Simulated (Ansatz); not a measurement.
**PbS in Ansatz: the effect of functional**

Crystal: PbS.

```
CELL_PARAMETERS angstrom
2.14046 1.23580 3.49734
-2.14046 1.23580 3.49734
0.00000 -2.47159 3.49734
ATOMIC_POSITIONS crystal
Pb 0.98057 0.98057 0.98057
S 0.47504 0.47504 0.47504
```

The cell is a database's computed one.

The cell isn't the ideal one: volume scaled by 1.04.

Alike in all runs:

| Item | Value |
| --- | --- |
| Program | Ansatz 0.2.0 |
| Task | single point |
| Potentials or basis | Ansatz PAW |
| k mesh | 8 × 8 × 8 |
| Occupations | fermi-dirac, width 0.05 eV |
| Spin | no spin polarisation |

```tsv
functional	cutoff	gap on the mesh (eV)	pressure (GPa)	largest force (eV/Å)
PBEsol	420 eV (not typed: the program's choice for these potentials)	0.47	-3.9	0.01
LDA	420 eV (not typed: the program's choice for these potentials)	?	?	?
r2SCAN	500 eV (not typed: the program's choice for these potentials)	0.84	-2.1	0.01
```

What does the run with functional LDA give?

gap on the mesh 0.45 eV; pressure -5.4 GPa; largest force 0.02 eV/Å.

Caveats: spin-orbit coupling is left out, which as a rule narrows the gap of such compounds by several tenths of an eV; the PAW data sets come from PBE, with cores solved anew for the run's functional, which leaves a small shift of forces and pressure.

A k mesh can miss the band edges.

Runs at the PBE level aren't shown here.
